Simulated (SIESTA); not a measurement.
Runs of SIESTA 5.4.2 on ZnSe (Stilleite). It takes space group F-43m (No. 216, cubic). Conventional cell: a = 5.668 Å, b = 5.668 Å, c = 5.668 Å, α = 90.00°, β = 90.00°, γ = 90.00°. Se (site symmetry -43m) is surrounded by 4 Zn at 2.45 Å. Zn (site symmetry -43m) is surrounded by 4 Se at 2.45 Å. 

| task | level | potentials or basis | gap on the mesh (eV) | pressure (GPa) | V0 of scaled cells (Å³/atom) | B0 (GPa) |
| --- | --- | --- | --- | --- | --- | --- |
| single point | PBEsol | PseudoDojo 0.4 standard (PBEsol files), DZP (energy shift 0.003 Ry; two zetas on semicore shells) | 1.47 | (c) | - | - |
| equation of state | LDA | PseudoDojo 0.4 standard (LDA files), DZP (energy shift 0.003 Ry; two zetas on semicore shells) | - | - | 21.79 | (b) |
| band structure | vdW-DF-cx | PseudoDojo 0.4 standard (PBE files), DZP (energy shift 0.003 Ry; two zetas on semicore shells) | (a) | 0.3 | - | - |
| band structure | AM05 | PseudoDojo 0.4 standard (PBEsol files), DZP (energy shift 0.003 Ry; two zetas on semicore shells) | 1.54 | -0.5 | - | - |
| equation of state | PBEsol | PseudoDojo 0.4 standard (PBEsol files), DZP (energy shift 0.003 Ry; two zetas on semicore shells) | - | - | 22.50 | 70 |

Alike in all rows: no spin polarisation; cell as given; k mesh 8 × 8 × 8; smearing fermi-dirac 0.05 eV; grid cutoff 800 Ry; energy shift 0.003 Ry.

**Question.** Estimate the missing entries.

**Answer.** (a) 1.52; (b) 78; (c) -0.8.

Caveats: short orbitals over semicore shells can move pressures by several GPa; the valence orbitals were made in a potential fitted to the semicore shell under them, which widens gaps by tenths of an eV or more; the basis of atomic orbitals isn't converged, which shifts pressures, moduli and gaps; the potentials were made for another functional, which shifts forces and pressure (some runs).

A k mesh can miss the band edges, and the runs leave out spin-orbit coupling on Se.
